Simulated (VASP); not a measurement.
# MoS2 (P6_3/mmc) in VASP: a series of runs

Runs on MoS2. Level: PBE+D3(BJ). Tasks: single point.

All numbers are computed with VASP 6.6.1; they aren't measurements. Logs are shortened: lines on timing, memory, paths and dates and some standing lists are left out, and cuts for length are marked.

**Experimental background.**

From “Multiwavelength excitation Raman Scattering Analysis of bulk and 2 dimensional MoS2: Vibrational properties of atomically thin MoS2 layers”, 2015, arxiv:1506.03228, for a bulk crystal of MoS2 at 300 K: band gap 1.3 eV (indirect).

How close the calculation comes is told below.

### 1 Starting point

Symmetry: P6_3/mmc, No. 194, hexagonal system. Conventional cell: a = 3.149 Å, b = 3.149 Å, c = 12.090 Å, α = 90.00°, β = 90.00°, γ = 120.00°. Mo (site symmetry -6m2) is surrounded by 6 S at 2.40 Å. S (site symmetry 3m) has 3 Mo at 2.40 Å as nearest neighbours.

### 2 Single point, PBE+D3(BJ)

File INCAR:

```
SYSTEM = MoS2
ALGO = Normal
EDIFF = 1E-7
ENCUT = 520
GGA = PE
ISIF = 2
ISMEAR = 0
IVDW = 12
LASPH = .True.
LCHARG = .True.
LELF = .True.
LREAL = .False.
LVHAR = .True.
LWAVE = .False.
NBANDS = 35
NELM = 60
PREC = Accurate
SIGMA = 0.02
```

File KPOINTS:

```
k-points
0
Gamma
  12 12 4
  0 0 0
```

File POSCAR:

```
MoS2
1.0
    3.1491697132      0.0000000000      0.0000000000
   -1.5745848566      2.7272609724      0.0000000000
    0.0000000000      0.0000000000     12.0898516926
Mo S
2 4
Direct
    0.3333333333      0.6666666667      0.2500000000
    0.6666666667      0.3333333333      0.7500000000
    0.3333333333      0.6666666667      0.6204901690
    0.6666666667      0.3333333333      0.1204901690
    0.3333333333      0.6666666667      0.8795098310
    0.6666666667      0.3333333333      0.3795098310
```

Potentials or basis: VASP PAW PBE potentials, release 64 (Mo_sv, S).

Launch:

```sh
$ cat potpaw_PBE.64/Mo_sv/POTCAR potpaw_PBE.64/S/POTCAR > POTCAR
$ mpirun -np 1 vasp_std > vasp.out
```

OUTCAR:

```text
SYSTEM = MoS2
   EDIFF = 1E-7
   ENCUT = 520
   GGA = PE
   ISIF = 2
   ISMEAR = 0
   IVDW = 12
   LASPH = .True.
   LREAL = .False.
   NELM = 60
   PREC = Accurate
 IVDW          = 12

 ion  position               nearest neighbor table
   1  0.333  0.667  0.250-   4 2.40   6 2.40   4 2.40   6 2.40   4 2.40   6 2.40
   2  0.667  0.333  0.750-   3 2.40   5 2.40   3 2.40   5 2.40   3 2.40   5 2.40
   3  0.333  0.667  0.620-   2 2.40   2 2.40   2 2.40
   4  0.667  0.333  0.120-   1 2.40   1 2.40   1 2.40
   5  0.333  0.667  0.880-   2 2.40   2 2.40   2 2.40
   6  0.667  0.333  0.380-   1 2.40   1 2.40   1 2.40

  LATTYP: Found a hexagonal cell.
 ALAT       =     3.1491697132
 C/A-ratio  =     3.8390600678

  Lattice vectors:

 A1 = (   3.1491697132,   0.0000000000,   0.0000000000)
 A2 = (  -1.5745848566,   2.7272609724,   0.0000000000)
 A3 = (   0.0000000000,   0.0000000000,  12.0898516926)

Analysis of symmetry for initial positions (statically):
=====================================================================
 Subroutine PRICEL returns:
 Original cell was already a primitive cell.

 Routine SETGRP: Setting up the symmetry group for a
 hexagonal supercell.

 Subroutine GETGRP returns: Found 24 space group operations
 (whereof 12 operations were pure point group operations)
 out of a pool of 24 trial point group operations.

The static configuration has the point symmetry D_3d.
 The point group associated with its full space group is D_6h.

Analysis of symmetry for dynamics (positions and initial velocities):
=====================================================================
 Subroutine PRICEL returns:
 Original cell was already a primitive cell.

 Routine SETGRP: Setting up the symmetry group for a
 hexagonal supercell.

 Subroutine GETGRP returns: Found 24 space group operations
 (whereof 12 operations were pure point group operations)
 out of a pool of 24 trial point group operations.

The dynamic configuration has the point symmetry D_3d.
 The point group associated with its full space group is D_6h.

 Subroutine INISYM returns: Found 24 space group operations
 (whereof 12 operations are pure point group operations),
 and found     1 'primitive' translations

----------------------------------------------------------------------------------------

                                     Primitive cell

  volume of cell :     103.8350

  direct lattice vectors                    reciprocal lattice vectors
     3.149169713  0.000000000  0.000000000     0.317544017  0.183334124  0.000000000
    -1.574584857  2.727260972  0.000000000     0.000000000  0.366668247  0.000000000
     0.000000000  0.000000000 12.089851693     0.000000000  0.000000000  0.082714001

  length of vectors
     3.149169713  3.149169713 12.089851693     0.366668247  0.366668247  0.082714001

  position of ions in fractional coordinates (direct lattice)
     0.333333333  0.666666667  0.250000000
     0.666666667  0.333333333  0.750000000
     0.333333333  0.666666667  0.620490169
     0.666666667  0.333333333  0.120490169
     0.333333333  0.666666667  0.879509831
     0.666666667  0.333333333  0.379509831

  ion indices of the primitive-cell ions
   primitive index   ion index
                 1           1
                 2           2
                 3           3
                 4           4
                 5           5
                 6           6

----------------------------------------------------------------------------------------

 KPOINTS: k-points

Automatic generation of k-mesh.
 Grid dimensions read from file:
 generate k-points for:   12   12    4

 Generating k-lattice:

  Cartesian coordinates                     Fractional coordinates (reciprocal lattice)
     0.026462001  0.015277844  0.000000000     0.083333333 -0.000000000  0.000000000
     0.000000000  0.030555687  0.000000000     0.000000000  0.083333333  0.000000000
     0.000000000  0.000000000  0.020678500     0.000000000  0.000000000  0.250000000

  Length of vectors
     0.030555687  0.030555687  0.020678500

  Shift w.r.t. Gamma in fractional coordinates (k-lattice)
     0.000000000  0.000000000  0.000000000

 Subroutine IBZKPT returns following result:
 ===========================================

 Found     57 irreducible k-points:

 Following reciprocal coordinates:
            Coordinates               Weight
  0.000000  0.000000  0.000000      1.000000
  0.083333 -0.000000  0.000000      6.000000
  0.166667 -0.000000  0.000000      6.000000
  0.250000 -0.000000  0.000000      6.000000
  0.333333  0.000000  0.000000      6.000000
  0.416667  0.000000  0.000000      6.000000
[... 16 lines left out ...]
  0.250000 -0.000000  0.250000     12.000000
  0.333333  0.000000  0.250000     12.000000
 [... further k-points ...]
   k-points           NKPTS =     57   k-points in BZ     NKDIM =     57   number of bands    NBANDS=     35
   number of dos      NEDOS =    301   number of ions     NIONS =      6
   total plane-waves  NPLWV =  51840
   dimension x,y,z NGX =    24 NGY =   24 NGZ =   90
   dimension x,y,z NGXF=    48 NGYF=   48 NGZF=  180
   ions per type =               2   4
   NGX,Y,Z   is equivalent  to a cutoff of  12.67, 12.67, 12.38 a.u.
   NGXF,Y,Z  is equivalent  to a cutoff of  25.34, 25.34, 24.75 a.u.
 SYSTEM =  MoS2
   PREC   = accura    normal or accurate (medium, high low for compatibility)
   ISTART =      0    job   : 0-new  1-cont  2-samecut
   ICHARG =      2    charge: 1-file 2-atom 10-const
   ISPIN  =      1    spin polarized calculation?
   LNONCOLLINEAR =      F non collinear calculations
   LSORBIT =      F    spin-orbit coupling
   LASPH  =      T    aspherical Exc in radial PAW
   ENCUT  =  520.0 eV  38.22 Ry    6.18 a.u.   5.86  5.86 22.48*2*pi/ulx,y,z
   NELM   =     60;   NELMIN=  2; NELMDL= -5     # of ELM steps
   EDIFF  = 0.1E-06   stopping-criterion for ELM
   LREAL  =      F    real-space projection
   EDIFFG = 0.1E-05   stopping-criterion for IOM
   NSW    =      0    number of steps for IOM
   IBRION =     -1    ionic relax: 0-MD 1-quasi-New 2-CG
   NFREE  =      0    steps in history (QN), initial steepest desc. (CG)
   ISIF   =      2    stress and relaxation
   ISYM   =      2    0-nonsym 1-usesym 2-fastsym
   POTIM  = 0.5000    time-step for ionic-motion
   TEBEG  =    0.0;   TEEND  =   0.0 temperature during run
   PSTRESS=    0.0 pullay stress
   NELECT =      52.0000    total number of electrons
   NUPDOWN=      -1.0000    fix difference up-down
   EMIN   =  10.00;   EMAX   =-10.00  energy-range for DOS
   EFERMI =   0.00;   METHOD = LEGACY
   ISMEAR =     0;   SIGMA  =   0.02  broadening in eV -4-tet -1-fermi 0-gaus
   EFERMI_NEDOS =   21; number of points for ismear=-14 and -15
   IALGO  =     38    algorithm
   IMIX   =      4    mixing-type and parameters
     AMIX     =   0.40;   BMIX     =  1.00
     AMIX_MAG =   1.60;   BMIX_MAG =  1.00
  volume/ion in A,a.u.               =      17.31       116.79
  Fermi-wavevector in a.u.,A,eV,Ry     =   1.300054  2.456746 22.995754  1.690140
  Thomas-Fermi vector in A             =   2.431278
   LORBIT       =      0    0 simple, 1 ext, 2 COOP (PROOUT), +10 PAW based schemes
   GGA     = PE    functional components
   LHFCALC =     F    Hartree Fock is set to
   AEXX    =    0.0000 exact exchange contribution
   IVDW    =    12    specifies the selected vdW correction
   LEPSILON=     F    determine dielectric tensor
   LRPA    =     F    only Hartree local field effects (RPA)
 non-spin polarized calculation
 Gauss-broadening in eV      SIGMA  =   0.02
  energy-cutoff  :      520.00
  volume of cell :      103.83
 maximum number of plane-waves:      2820
 NGX is ok and might be reduce to    24
   NGX = 11   NGY = 11   NGZ = 45

 number of electron      52.0000003 magnetization

 Free energy of the ion-electron system (eV)
  ---------------------------------------------------
  ext. energy  EPLUGINS =         0.00000000
  ---------------------------------------------------
  free energy    TOTEN  =       -43.54501199 eV

  energy without entropy =      -43.54501199  energy(sigma->0) =      -43.54501199

 E-fermi :   8.0472     XC(G=0): -11.0151

 val. band max:        7.9482073924   @ k =   0.0000   0.0000   0.0000
 cond. band min:       8.7484368874   @ k =   0.1667   0.1667   0.0000
 fundamental gap:      0.8002294950
 Fermi energy:         8.0472232096

 k-point     1 :       0.0000    0.0000    0.0000
  band No.  band energies     occupation
      1     -53.5900      2.00000
      2     -53.5900      2.00000
      3     -27.7538      2.00000
      4     -27.7537      2.00000
      5     -27.5121      2.00000
      6     -27.5121      2.00000
[... 27 lines left out ...]
     34      10.4032      0.00000
     35      13.5869      0.00000

 k-point     2 :       0.0833   -0.0000    0.0000
  band No.  band energies     occupation
      1     -53.5871      2.00000
      2     -53.5871      2.00000
      3     -27.7482      2.00000
      4     -27.7481      2.00000
      5     -27.5407      2.00000
      6     -27.5407      2.00000
[... 27 lines left out ...]
     34      10.2974      0.00000
     35      14.0865      0.00000

 k-point     3 :       0.1667   -0.0000    0.0000
  band No.  band energies     occupation
      1     -53.5792      2.00000
      2     -53.5792      2.00000
      3     -27.7329      2.00000
      4     -27.7328      2.00000
      5     -27.6179      2.00000
      6     -27.6179      2.00000
[... 27 lines left out ...]
     34      10.7481      0.00000
     35      15.1052      0.00000
[... 723 lines left out ...]
 k-point    23 :       0.2500   -0.0000    0.2500
  band No.  band energies     occupation
      1     -53.5684      2.00000
      2     -53.5684      2.00000
      3     -27.7220      2.00000
      4     -27.7220      2.00000
      5     -27.7118      2.00000
      6     -27.7118      2.00000
[... 27 lines left out ...]
     34      11.1956      0.00000
     35      15.3056      0.00000

 k-point    24 :       0.3333    0.0000    0.2500
  band No.  band energies     occupation
      1     -53.5576      2.00000
      2     -53.5576      2.00000
      3     -27.8244      2.00000
      4     -27.8244      2.00000
      5     -27.6907      2.00000
      6     -27.6907      2.00000
[... 27 lines left out ...]
     34      11.5376      0.00000
     35      14.5189      0.00000

 [... further k-points ...]

------------------------ aborting loop because EDIFF is reached ----------------------------------------

 Edisp (eV)   -2.62537

 E8    (eV) :    -1.0586

  FORCE on cell =-STRESS in cart. coord.  units (eV):
  Direction    XX          YY          ZZ          XY          YZ          ZX
  --------------------------------------------------------------------------------------
  -------------------------------------------------------------------------------------
  Total      -0.06058    -0.06058    -0.09480     0.00000    -0.00000     0.00000
  in kB      -0.93469    -0.93469    -1.46281     0.00000    -0.00000     0.00000
  external pressure =       -1.11 kB  Pullay stress =        0.00 kB

 VOLUME and BASIS-vectors are now :
 -----------------------------------------------------------------------------
  energy-cutoff  :      520.00
  volume of cell :      103.83
      direct lattice vectors                 reciprocal lattice vectors
     3.149169713  0.000000000  0.000000000     0.317544017  0.183334124  0.000000000
    -1.574584857  2.727260972  0.000000000     0.000000000  0.366668247  0.000000000
     0.000000000  0.000000000 12.089851693     0.000000000  0.000000000  0.082714001

 POSITION                                       TOTAL-FORCE (eV/Angst)
 -----------------------------------------------------------------------------------
     -0.00000      1.81817      3.02246        -0.000000     -0.000000      0.000000
      1.57458      0.90909      9.06739        -0.000000      0.000000      0.000000
     -0.00000      1.81817      7.50163        -0.000000     -0.000000      0.011010
      1.57458      0.90909      1.45671         0.000000      0.000000      0.011010
     -0.00000      1.81817     10.63314         0.000000     -0.000000     -0.011010
      1.57458      0.90909      4.58822         0.000000     -0.000000     -0.011010
 -----------------------------------------------------------------------------------
    total drift:                               -0.000000      0.000000     -0.000000

  FREE ENERGIE OF THE ION-ELECTRON SYSTEM (eV)
  ---------------------------------------------------
  free  energy   TOTEN  =       -46.1703869062 eV

  energy  without entropy=      -46.1703869062  energy(sigma->0) =      -46.17038691
```

Run time: 2 min. Hardware: 1 thread of AMD EPYC 9R45 (Zen 5), shared host; peak memory 0.29 GiB.

What came out:

| Item | Value |
| --- | --- |
| Free energy | -46.1704 eV |
| Pressure | -0.1 GPa |
| Largest force | 0.011 eV/Å |
| Band gap on the k mesh | 0.80 eV, indirect (least direct gap 1.70 eV) |
| Dispersion energy per atom | -0.438 eV |

Forces in eV/Å, atoms in the order of the input:
```
Mo   0.000  0.000  0.000
Mo   0.000  0.000  0.000
S    0.000  0.000  0.011
S    0.000  0.000  0.011
S    0.000  0.000 -0.011
S    0.000  0.000 -0.011
```

### 3 Single point, PBE+D3(BJ) ((0 0 1) slab cut from the bulk)

File INCAR:

```
SYSTEM = MoS2
  ALGO = Normal
  DIPOL = 0.5 0.5 0.500
  EDIFF = 1E-6
  ENCUT = 520
  GGA = PE
  IDIPOL = 3
  ISIF = 2
  ISMEAR = 0
  IVDW = 12
  LASPH = .TRUE.
  LCHARG = .TRUE.
  LDIPOL = .TRUE.
  LELF = .TRUE.
  LREAL = .FALSE.
  LVACPOTAV = .TRUE.
  LVHAR = .TRUE.
  LWAVE = .FALSE.
  NBANDS = 49
  NELM = 80
  PREC = Accurate
  SIGMA = 0.05
```

File KPOINTS:

```
k-points
0
G
  9 9 1
  0 0 0
```

File POSCAR:

```
MoS2
1.0
    3.1491697132      0.0000000000      0.0000000000
   -1.5745848566      2.7272609724      0.0000000000
    0.0000000000      0.0000000000     30.2213609907
S Mo
6 3
Direct
    0.6666666667      0.3333333333      0.2481688367
    0.6666666667      0.3333333333      0.3517879060
    0.3333333333      0.6666666667      0.4481904654
    0.3333333333      0.6666666667      0.5518095346
    0.6666666667      0.3333333333      0.6482120940
    0.6666666667      0.3333333333      0.7518311633
    0.3333333333      0.6666666667      0.2999783713
    0.6666666667      0.3333333333      0.5000000000
    0.3333333333      0.6666666667      0.7000216287
```

Potentials or basis: VASP PAW PBE potentials, release 64 (S, Mo_sv).

Launch:

```sh
$ cat potpaw_PBE.64/S/POTCAR potpaw_PBE.64/Mo_sv/POTCAR > POTCAR
$ mpirun -np 1 vasp_std > vasp.out
```

Run time: 3 min. Hardware: 1 thread of AMD EPYC 9R45 (Zen 5), shared host; peak memory 0.37 GiB.

The run converged. Its results:

| Quantity | Value |
| --- | --- |
| Free energy | -68.9585 eV |
| Largest force | 0.036 eV/Å |
| Band gap on the k mesh | 1.09 eV, indirect (least direct gap 1.73 eV) |
| Dispersion energy per atom | -0.397 eV |
| Ionisation potential of the upper face | 5.28 eV |

Forces in eV/Å, atoms in the order of the input:
```
S    0.000  0.000 -0.036
S    0.000  0.000  0.006
S    0.000  0.000  0.012
S    0.000  0.000 -0.012
S    0.000  0.000 -0.006
S    0.000  0.000  0.036
Mo   0.000  0.000  0.023
Mo   0.000  0.000  0.000
Mo   0.000  0.000 -0.023
```

Levels at points of the mesh, in eV from the valence-band top:
```
           k point  band 36  band 37  band 38  band 39  band 40  band 41  band 42  band 43
(0.00, 0.00, 0.00)    -1.65    -0.96    -0.33     0.00     2.20     2.20     2.22     2.22
```

### 4 Single point, PBE+D3(BJ)

This run uses another cell than the first one, of 17.86 Å³/atom, 1.032 times its volume.

File INCAR:

```
SYSTEM = MoS2
PREC = Accurate ; ENCUT = 520
EDIFF = 1E-7 ; ISMEAR = 0
SIGMA = 0.1 ; LREAL = .FALSE.
LASPH = .TRUE. ; NELM = 100
ALGO = Fast ; ISIF = 2
LWAVE = .FALSE. ; LCHARG = .TRUE.
GGA = PE ; IVDW = 12
LELF = .TRUE. ; LVHAR = .TRUE.
NBANDS = 35
```

File KPOINTS:

```
Automatic mesh
0
G
  6 6 2
  0 0 0
```

File POSCAR:

```
MoS2
1.0
    3.1690000000      0.0000000000      0.0000000000
   -1.5845000000      2.7444345046      0.0000000000
    0.0000000000      0.0000000000     12.3240000000
Mo S
2 4
Direct
    0.3333333333      0.6666666667      0.2500000000
    0.6666666667      0.3333333333      0.7500000000
    0.3333333333      0.6666666667      0.6230000000
    0.6666666667      0.3333333333      0.1230000000
    0.3333333333      0.6666666667      0.8770000000
    0.6666666667      0.3333333333      0.3770000000
```

Potentials or basis: VASP PAW PBE potentials, release 64 (Mo_sv, S).

Launch:

```sh
$ cat potpaw_PBE.64/Mo_sv/POTCAR potpaw_PBE.64/S/POTCAR > POTCAR
$ mpirun -np 1 vasp_std > vasp.out
```

Run time: 40 s. Hardware: 1 thread of AMD EPYC 9R45 (Zen 5), shared host; peak memory 0.21 GiB.

It converged, with:

```yaml
Free_energy: -46.1541 eV
Pressure: -2.0 GPa
Largest_force: 0.070 eV/Å
Band_gap_on_the_k_mesh: 0.90 eV, indirect (least direct gap 1.66 eV)
Dispersion_energy_per_atom: -0.423 eV
```

Forces in eV/Å, atoms in the order of the input:
```
Mo   0.000  0.000  0.000
Mo   0.000  0.000  0.000
S    0.000  0.000  0.070
S    0.000  0.000  0.070
S    0.000  0.000 -0.070
S    0.000  0.000 -0.070
```

Stress tensor (GPa, compression positive):
```
-2.17  0.00  0.00
 0.00 -2.17  0.00
 0.00  0.00 -1.77
```

Levels at points of the mesh, in eV from the valence-band top:
```tsv
k point	band 22	band 23	band 24	band 25	band 26	band 27	band 28	band 29	band 30	band 31
(0.00, 0.00, 0.00)	-2.12	-2.12	-1.18	-1.14	0.00	2.11	2.11	2.14	2.14	2.27
(0.50, 0.00, 0.00)	-2.48	-1.72	-1.52	-1.39	-1.26	1.62	1.66	2.01	2.27	2.87
(0.00, 0.00, 0.50)	-2.14	-2.14	-2.14	-0.26	-0.26	2.12	2.12	2.12	2.12	2.37
(0.50, 0.00, 0.50)	-2.62	-1.62	-1.62	-1.32	-1.32	1.64	1.64	2.15	2.15	3.24
```

(Continued in part 2 of 2.)
